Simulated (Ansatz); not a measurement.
KI built on the zincblende prototype, relaxed with r2SCAN, was run in Ansatz 0.2.0 under altered settings. All numbers are computed, without spin polarisation but where a row says otherwise.

```yaml
crystal:
  lattice:
    - [0.00000, 3.96589, 3.96589]
    - [3.96589, 0.00000, 3.96589]
    - [3.96589, 3.96589, 0.00000]
  atoms:
    - { symbol: K, position: [0.00000, 0.00000, 0.00000] }
    - { symbol: I, position: [0.25000, 0.25000, 0.25000] }
```

The base run's other keys:
```yaml
kpoints:
  mp_grid: { grid: [4, 4, 4] }
hamiltonian:
  xc: hse06
scf:
  occupations: { method: fixed }
  n_extra_bands: 4
```

It takes 11 iterations with 2421 plane waves at 420 eV and 8 k points, and leaves a mean stress of +0.09 GPa. The gap over this mesh is 4.882 eV. It ran on 4 threads of Arm Neoverse V2, with other jobs on the host.

Outcomes, with energy and stress as changes against the base:
```tsv
setting	outcome	ΔF (meV/atom)	Δ mean stress (GPa)	gap on the mesh (eV)	iterations	wall time
PBE hybrid, exx coeff 0.15, omega 0.3 1/Å	converged	–	0.0	4.372	9	10 s
PBE hybrid, exx coeff 0.05, omega 0.3 1/Å	converged	–	+0.1	4.079	9	10 s
hamiltonian.xc: r2scan50 (cutoff then 500 eV)	converged	–	-0.2	7.232	16	20 s
PBE hybrid, exx coeff 0.2, unscreened	converged	–	0.0	5.260	10	10 s
hamiltonian.dispersion: rvv10	refused	–	–	–	–	0.01 s
scf.max_iter: 1	not converged	–	–	–	1	1.2 s
```
A dash marks a value that wasn't obtained or can't be compared. Stress is positive in compression. The base took 11 s.

- PBE hybrid, exx coeff 0.15, omega 0.3 1/Å. That is 15 % exact exchange, screened with ω = 0.3 1/Å, against HSE06's 25 % screened at 0.208 1/Å. The mean stress moves by 0.0 GPa and the gap on the mesh by -0.510 eV (to 4.372). Totals of different functionals aren't comparable.
- PBE hybrid, exx coeff 0.05, omega 0.3 1/Å. That is 5 % exact exchange, screened with ω = 0.3 1/Å, against HSE06's 25 % screened at 0.208 1/Å. The mean stress moves by +0.1 GPa and the gap on the mesh by -0.803 eV (to 4.079). Totals of different functionals aren't comparable.
- hamiltonian.xc: r2scan50. The cutoff follows the functional, from 420 to 500 eV. The mean stress moves by -0.2 GPa and the gap on the mesh by +2.350 eV (to 7.232). It's another functional on the same cell, so totals aren't comparable.
- PBE hybrid, exx coeff 0.2, unscreened. That is 20 % exact exchange, at all ranges, against HSE06's 25 % screened at 0.208 1/Å. The mean stress moves by 0.0 GPa and the gap on the mesh by +0.377 eV (to 5.260). Totals of different functionals aren't comparable.
- hamiltonian.dispersion: rvv10. The program doesn't start. Error: inconsistent input (hamiltonian.dispersion, hamiltonian.xc): `dispersion: rvv10` has no transferable b for PBE exchange — Sabatini et al. (2013) fitted b=6.3 to rPW86, and the PBE refits of Peng & Perdew (2017) are task-dependent (b=6.6 S22 / b=10.0 layered). Use `xc: {exchange: rpw86, correlation […]
- scf.max_iter: 1. The calculation stopped without meeting its thresholds. It stopped after 1 iteration; the base needs 11. Nothing that it printed is a property of the solid. Error: did not converge after 1 iteration: dr2 = 2.15e-4 (threshold 1.00e-7), under the density mixer `msr1`, which `scf.mixing.algorithm: auto` chose by the deck's other keys (type `scf.mixing.algorithm: msr1` to keep it); this SCF is the semilocal warm-up of a hybrid solve, ahead of its exchange loop […]

Spin-orbit coupling is left out, which matters wherever the heavy atoms make up the band edges.

The program warns that its thresholds are loose for a hybrid's stress.

The meshes of the hybrids are coarse, so their gaps aren't converged to the digits shown.
